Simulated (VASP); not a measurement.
# Ba (P6_3/mmc) in VASP: a series of runs

Runs on Ba. Level: PBE. Tasks: single point, relaxation of cell and atoms.

All numbers are computed with VASP 6.6.1; they aren't measurements. Logs are shortened: lines on timing, memory, paths and dates and some standing lists are left out, and cuts for length are marked.

**1. The crystal as given**

The structure is hexagonal, space group P6_3/mmc (No. 194). The conventional cell has a = 4.472 Å, b = 4.472 Å, c = 7.304 Å, α = 90.00°, β = 90.00°, γ = 120.00°. Around Ba (site symmetry -6m2) lie 12 Ba at 4.47 Å.

The cell was built by a generator and needn't be a form met in nature.

**2. Single point, PBE**

INCAR

```
PREC = Accurate ; ENCUT = 520
EDIFF = 1E-6 ; ISMEAR = 0
SIGMA = 0.05 ; LREAL = F
LASPH = T ; NELM = 60
ALGO = Normal ; ISIF = 2
LWAVE = F ; LCHARG = F
GGA = PE ; NBANDS = 17
```

KPOINTS

```
Automatic mesh
0
Gamma
  6 6 4
```

POSCAR

```
Ba
1.0
    4.4720009691      0.0000000000      0.0000000000
   -2.2360004845      3.8728664450      0.0000000000
    0.0000000000      0.0000000000      7.3042682495
Ba
2
Direct
    0.3333333333      0.6666666667      0.7500000000
    0.6666666667      0.3333333333      0.2500000000
```

Potentials or basis: VASP PAW PBE potentials, release 64 (Ba_sv).

Run with:

```sh
$ cat potpaw_PBE.64/Ba_sv/POTCAR > POTCAR
$ mpirun -np 1 vasp_std > vasp.out
```

OUTCAR:

```text
PREC = Accurate
   ENCUT = 520
   EDIFF = 1E-6
   ISMEAR = 0
   LREAL = F
   LASPH = T
   NELM = 60
   ISIF = 2
   GGA = PE

 ion  position               nearest neighbor table
   1  0.333  0.667  0.750-   2 4.47   2 4.47   2 4.47   2 4.47   2 4.47   2 4.47
   2  0.667  0.333  0.250-   1 4.47   1 4.47   1 4.47   1 4.47   1 4.47   1 4.47

  LATTYP: Found a hexagonal cell.
 ALAT       =     4.4720009691
 C/A-ratio  =     1.6333333333

  Lattice vectors:

 A1 = (   4.4720009691,   0.0000000000,   0.0000000000)
 A2 = (  -2.2360004845,   3.8728664450,   0.0000000000)
 A3 = (   0.0000000000,   0.0000000000,   7.3042682495)

Analysis of symmetry for initial positions (statically):
=====================================================================
 Subroutine PRICEL returns:
 Original cell was already a primitive cell.

 Routine SETGRP: Setting up the symmetry group for a
 hexagonal supercell.

 Subroutine GETGRP returns: Found 24 space group operations
 (whereof 12 operations were pure point group operations)
 out of a pool of 24 trial point group operations.

The static configuration has the point symmetry D_3d.
 The point group associated with its full space group is D_6h.

Analysis of symmetry for dynamics (positions and initial velocities):
=====================================================================
 Subroutine PRICEL returns:
 Original cell was already a primitive cell.

 Routine SETGRP: Setting up the symmetry group for a
 hexagonal supercell.

 Subroutine GETGRP returns: Found 24 space group operations
 (whereof 12 operations were pure point group operations)
 out of a pool of 24 trial point group operations.

The dynamic configuration has the point symmetry D_3d.
 The point group associated with its full space group is D_6h.

 Subroutine INISYM returns: Found 24 space group operations
 (whereof 12 operations are pure point group operations),
 and found     1 'primitive' translations

----------------------------------------------------------------------------------------

                                     Primitive cell

  volume of cell :     126.5060

  direct lattice vectors                    reciprocal lattice vectors
     4.472000969  0.000000000  0.000000000     0.223613547  0.129103342  0.000000000
    -2.236000484  3.872866445  0.000000000     0.000000000  0.258206683  0.000000000
     0.000000000  0.000000000  7.304268249     0.000000000  0.000000000  0.136906253

  length of vectors
     4.472000969  4.472000969  7.304268249     0.258206683  0.258206683  0.136906253

  position of ions in fractional coordinates (direct lattice)
     0.333333333  0.666666667  0.750000000
     0.666666667  0.333333333  0.250000000

  ion indices of the primitive-cell ions
   primitive index   ion index
                 1           1
                 2           2

----------------------------------------------------------------------------------------

 KPOINTS: Automatic mesh

Automatic generation of k-mesh.
 Grid dimensions read from file:
 generate k-points for:    6    6    4

 Generating k-lattice:

  Cartesian coordinates                     Fractional coordinates (reciprocal lattice)
     0.037268925  0.021517224  0.000000000     0.166666667  0.000000000  0.000000000
     0.000000000  0.043034447  0.000000000     0.000000000  0.166666667  0.000000000
     0.000000000  0.000000000  0.034226563     0.000000000  0.000000000  0.250000000

  Length of vectors
     0.043034447  0.043034447  0.034226563

  Shift w.r.t. Gamma in fractional coordinates (k-lattice)
     0.000000000  0.000000000  0.000000000

 Subroutine IBZKPT returns following result:
 ===========================================

 Found     21 irreducible k-points:

 Following reciprocal coordinates:
            Coordinates               Weight
  0.000000  0.000000  0.000000      1.000000
  0.166667  0.000000  0.000000      6.000000
  0.333333  0.000000  0.000000      6.000000
  0.500000  0.000000  0.000000      3.000000
  0.166667  0.166667  0.000000      6.000000
  0.333333  0.166667  0.000000     12.000000
[... 13 lines left out ...]
  0.333333  0.166667  0.500000     12.000000
  0.333333  0.333333  0.500000      2.000000
   k-points           NKPTS =     21   k-points in BZ     NKDIM =     21   number of bands    NBANDS=     17
   number of dos      NEDOS =    301   number of ions     NIONS =      2
   total plane-waves  NPLWV =  69984
   dimension x,y,z NGX =    36 NGY =   36 NGZ =   54
   dimension x,y,z NGXF=    72 NGYF=   72 NGZF=  108
   ions per type =               2
   NGX,Y,Z   is equivalent  to a cutoff of  13.38, 13.38, 12.29 a.u.
   NGXF,Y,Z  is equivalent  to a cutoff of  26.77, 26.77, 24.58 a.u.
 SYSTEM =  unknown system
   PREC   = accura    normal or accurate (medium, high low for compatibility)
   ISTART =      0    job   : 0-new  1-cont  2-samecut
   ICHARG =      2    charge: 1-file 2-atom 10-const
   ISPIN  =      1    spin polarized calculation?
   LNONCOLLINEAR =      F non collinear calculations
   LSORBIT =      F    spin-orbit coupling
   LASPH  =      T    aspherical Exc in radial PAW
   ENCUT  =  520.0 eV  38.22 Ry    6.18 a.u.   8.31  8.31 13.58*2*pi/ulx,y,z
   NELM   =     60;   NELMIN=  2; NELMDL= -5     # of ELM steps
   EDIFF  = 0.1E-05   stopping-criterion for ELM
   LREAL  =      F    real-space projection
   EDIFFG = 0.1E-04   stopping-criterion for IOM
   NSW    =      0    number of steps for IOM
   IBRION =     -1    ionic relax: 0-MD 1-quasi-New 2-CG
   NFREE  =      0    steps in history (QN), initial steepest desc. (CG)
   ISIF   =      2    stress and relaxation
   ISYM   =      2    0-nonsym 1-usesym 2-fastsym
   POTIM  = 0.5000    time-step for ionic-motion
   TEBEG  =    0.0;   TEEND  =   0.0 temperature during run
   PSTRESS=    0.0 pullay stress
   NELECT =      20.0000    total number of electrons
   NUPDOWN=      -1.0000    fix difference up-down
   EMIN   =  10.00;   EMAX   =-10.00  energy-range for DOS
   EFERMI =   0.00;   METHOD = LEGACY
   ISMEAR =     0;   SIGMA  =   0.05  broadening in eV -4-tet -1-fermi 0-gaus
   EFERMI_NEDOS =   21; number of points for ismear=-14 and -15
   IALGO  =     38    algorithm
   IMIX   =      4    mixing-type and parameters
     AMIX     =   0.40;   BMIX     =  1.00
     AMIX_MAG =   1.60;   BMIX_MAG =  1.00
  volume/ion in A,a.u.               =      63.25       426.85
  Fermi-wavevector in a.u.,A,eV,Ry     =   0.885213  1.672810 10.661553  0.783602
  Thomas-Fermi vector in A             =   2.006216
   LORBIT       =      0    0 simple, 1 ext, 2 COOP (PROOUT), +10 PAW based schemes
   GGA     = PE    functional components
   LHFCALC =     F    Hartree Fock is set to
   AEXX    =    0.0000 exact exchange contribution
   IVDW    =     0    specifies the selected vdW correction
   LEPSILON=     F    determine dielectric tensor
   LRPA    =     F    only Hartree local field effects (RPA)
 non-spin polarized calculation
 Gauss-broadening in eV      SIGMA  =   0.05
  energy-cutoff  :      520.00
  volume of cell :      126.51
 maximum number of plane-waves:      3422
 NGX is ok and might be reduce to    36
   NGX = 17   NGY = 17   NGZ = 27

 number of electron      20.0000001 magnetization

 Free energy of the ion-electron system (eV)
  ---------------------------------------------------
  ext. energy  EPLUGINS =         0.00000000
  ---------------------------------------------------
  free energy    TOTEN  =        -3.78259279 eV

  energy without entropy =       -3.77903781  energy(sigma->0) =       -3.78081530

 E-fermi :   1.6891     XC(G=0):  -7.3944

 val. band max:        1.6330491815   @ k =   0.3333   0.1667   0.0000
 cond. band min:       1.6920616746   @ k =   0.1667   0.1667   0.0000
 fundamental gap:      0.0590124930
 Fermi energy:         1.6891247776

 k-point     1 :       0.0000    0.0000    0.0000
  band No.  band energies     occupation
      1     -27.2409      2.00000
      2     -27.2015      2.00000
      3     -12.6550      2.00000
      4     -12.2561      2.00000
      5     -12.2561      2.00000
      6     -12.2013      2.00000
[... 9 lines left out ...]
     16       3.8349      0.00000
     17       4.3405      0.00000

 k-point     2 :       0.1667    0.0000    0.0000
  band No.  band energies     occupation
      1     -27.2321      2.00000
      2     -27.1973      2.00000
      3     -12.6164      2.00000
      4     -12.3453      2.00000
      5     -12.2873      2.00000
      6     -12.2834      2.00000
[... 9 lines left out ...]
     16       3.9036      0.00000
     17       3.9640      0.00000

 k-point     3 :       0.3333    0.0000    0.0000
  band No.  band energies     occupation
      1     -27.2130      2.00000
      2     -27.1903      2.00000
      3     -12.5229      2.00000
      4     -12.5219      2.00000
      5     -12.4566      2.00000
      6     -12.3343      2.00000
[... 9 lines left out ...]
     16       4.8257      0.00000
     17       5.0187      0.00000

 k-point     4 :       0.5000    0.0000    0.0000
  band No.  band energies     occupation
      1     -27.2015      2.00000
      2     -27.1886      2.00000
      3     -12.6086      2.00000
      4     -12.5360      2.00000
      5     -12.4537      2.00000
      6     -12.3587      2.00000
[... 9 lines left out ...]
     16       6.1615      0.00000
     17       6.1983      0.00000
[... 283 lines left out ...]
      1     -27.2049      2.00000
      2     -27.2049      2.00000
      3     -12.5142      2.00000
      4     -12.5142      2.00000
      5     -12.3305      2.00000
      6     -12.3305      2.00000
[... 9 lines left out ...]
     16       3.9893      0.00000
     17       5.2295      0.00000

 k-point    20 :       0.3333    0.1667    0.5000
  band No.  band energies     occupation
      1     -27.1951      2.00000
      2     -27.1951      2.00000
      3     -12.5914      2.00000
      4     -12.5914      2.00000
      5     -12.3814      2.00000
      6     -12.3814      2.00000
[... 9 lines left out ...]
     16       4.0327      0.00000
     17       5.7257      0.00000

 k-point    21 :       0.3333    0.3333    0.5000
  band No.  band energies     occupation
      1     -27.1918      2.00000
      2     -27.1918      2.00000
      3     -12.5601      2.00000
      4     -12.5601      2.00000
      5     -12.4668      2.00000
      6     -12.4668      2.00000
[... 9 lines left out ...]
     16       4.0447      0.00000
     17       5.5654      0.00000

------------------------ aborting loop because EDIFF is reached ----------------------------------------

  FORCE on cell =-STRESS in cart. coord.  units (eV):
  Direction    XX          YY          ZZ          XY          YZ          ZX
  --------------------------------------------------------------------------------------
  -------------------------------------------------------------------------------------
  Total       -0.0252726     -0.0252726      0.1431954     -0.0000000      0.0000000      0.0000000
  in kB       -0.3200726     -0.3200726      1.8135452     -0.0000000      0.0000000      0.0000000
  external PRESSURE =       0.3911333 kB  Pullay stress =       0.0000000 kB

 VOLUME and BASIS-vectors are now :
 -----------------------------------------------------------------------------
  energy-cutoff  :      520.00
  volume of cell :      126.51
      direct lattice vectors                 reciprocal lattice vectors
     4.472000969  0.000000000  0.000000000     0.223613547  0.129103342  0.000000000
    -2.236000484  3.872866445  0.000000000     0.000000000  0.258206683  0.000000000
     0.000000000  0.000000000  7.304268249     0.000000000  0.000000000  0.136906253

 POSITION                                       TOTAL-FORCE (eV/Angst)
 -----------------------------------------------------------------------------------
     -0.00000      2.58191      5.47820        -0.000000      0.000000      0.000000
      2.23600      1.29096      1.82607         0.000000     -0.000000      0.000000
 -----------------------------------------------------------------------------------
    total drift:                               -0.000000      0.000000     -0.000000

  FREE ENERGIE OF THE ION-ELECTRON SYSTEM (eV)
  ---------------------------------------------------
  free  energy   TOTEN  =        -3.7825927896 eV

  energy  without entropy=       -3.7790378091  energy(sigma->0) =       -3.78081530
```

Wall time 22 s (1 thread of Intel Xeon Platinum 8488C (Sapphire Rapids), shared host); peak memory 0.25 GiB.

What came out:

```yaml
Free_energy: -3.7826 eV
Pressure: 0.0 GPa
Band_gap_on_the_k_mesh: none (metal or under the smearing width)
```

Stress tensor (GPa, compression positive):
```
-0.03  0.00  0.00
 0.00 -0.03  0.00
 0.00  0.00  0.18
```

Spin-orbit coupling is left out, which matters for the levels of Ba.

**3. Relaxation of cell and atoms, PBE**

INCAR

```
SYSTEM = Ba
PREC     = Accurate       ! precision mode
ENCUT    = 600            ! plane-wave cutoff, eV
EDIFF    = 1E-6           ! SCF threshold, eV
ISMEAR   = 0              ! smearing method
SIGMA    = 0.05           ! smearing width, eV
LREAL    = .FALSE.        ! projectors in reciprocal space
LASPH    = .TRUE.         ! aspherical terms in the spheres
NELM     = 80             ! most SCF steps
ALGO     = Normal         ! electronic algorithm
ISIF     = 3              ! what is computed and relaxed
LWAVE    = .FALSE.        ! write WAVECAR
LCHARG   = .FALSE.        ! write CHGCAR
GGA      = PE             ! functional
IBRION   = 2              ! ionic algorithm
NSW      = 80             ! ionic steps
EDIFFG   = -0.03          ! ionic threshold
```

KPOINTS

```
regular mesh
0
G
  6 6 4
  0 0 0
```

POSCAR is that of step 2.

Potentials or basis: VASP PAW PBE potentials, release 64 (Ba_sv).

Run with:

```sh
$ cat potpaw_PBE.64/Ba_sv/POTCAR > POTCAR
$ mpirun -np 1 vasp_std > vasp.out
```

It took 46 s on 1 thread of Intel Xeon Platinum 8488C (Sapphire Rapids), shared host; peak memory 0.28 GiB.

The run converged. Its results:

```
Free energy                            : -3.7835 eV
Relaxed volume                         : 63.63 Å³/atom
Relaxed cell                           : a = 4.464 Å, b = 4.464 Å, c = 7.376 Å, α = 90.00°, β = 90.00°, γ = 120.00°
Space group after relaxing (to 0.05 Å) : P6_3/mmc (No. 194)
Energy gained by relaxing              : 0.4 meV/atom
Ionic steps                            : 3
Pressure after relaxing                : 0.0 GPa
Band gap on the k mesh                 : none (metal or under the smearing width)
```

Step by step:
```
step  energy change (eV)  largest force (eV/Å)  pressure (GPa)  volume (Å³)
   1              0.0000                0.0000            0.04       126.51
   2             -0.0004                0.0000            0.02       126.77
   3             -0.0007                0.0000            0.00       127.26
```

Final structure:
```
CELL_PARAMETERS angstrom
4.46358 0.00000 0.00000
-2.23179 3.86557 0.00000
0.00000 0.00000 7.37576
ATOMIC_POSITIONS crystal
Ba 0.33333 0.66667 0.75000
Ba 0.66667 0.33333 0.25000
```

Levels at points of the mesh, in eV from the Fermi level:
| k point | band 6 | band 7 | band 8 | band 9 | band 10 | band 11 | band 12 | band 13 | band 14 |
| --- | --- | --- | --- | --- | --- | --- | --- | --- | --- |
| (0.00, 0.00, 0.00) | -13.91 | -13.90 | -13.90 | -2.81 | -1.00 | 0.96 | 1.65 | 1.73 | 1.73 |
| (0.50, 0.00, 0.00) | -14.06 | -14.01 | -13.97 | -0.75 | -0.45 | -0.24 | 0.55 | 1.29 | 1.63 |
| (0.00, 0.00, 0.50) | -13.93 | -13.93 | -13.93 | -1.87 | -1.87 | 0.95 | 0.95 | 1.72 | 1.72 |
| (0.50, 0.00, 0.50) | -14.03 | -14.01 | -14.01 | -0.79 | -0.79 | 0.40 | 0.40 | 1.48 | 1.48 |

Spin-orbit coupling is left out, which matters for the levels of Ba.
